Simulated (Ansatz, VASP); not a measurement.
## F2 in VASP and in Ansatz

```
F
1.0
    12.00000    0.00000    0.00000
     0.00000   12.30000    0.00000
     0.00000    0.00000   12.60000
F
2
Direct
  0.50000 0.50000 0.44452
  0.50000 0.50000 0.55548
```

Alike in both runs: functional PBEsol; k mesh 1 × 1 × 1; occupations fermi-dirac, width 0.01 eV; no spin polarisation.

Ansatz relaxed the structure, and its values are those at the end. VASP's run is a single point on that final structure, the one shown.

|  | VASP | Ansatz |
| --- | --- | --- |
| version | VASP 6.6.1 | Ansatz 0.2.0 |
| potentials or method | VASP PAW PBE potentials, release 64 (F) | plane waves (420 eV) with PAW, scalar-relativistic |
| plane-wave cutoff (eV) | 520 | 420 |
| valence electrons in the cell | 14 | 14 |

```csv
,VASP,Ansatz,Ansatz less VASP
rms of the force components (eV/Å),0.251,0.000,-0.2511
```

One of these differences is far larger than is usual between the two programs; its cause wasn't traced. The functional is the same, so the differences come from potentials, cutoffs and numerics. Ansatz warned: «pseudo_functional_mismatch».

Caveats: the PAW data sets were made with another functional, which shifts forces and pressure a little (VASP).
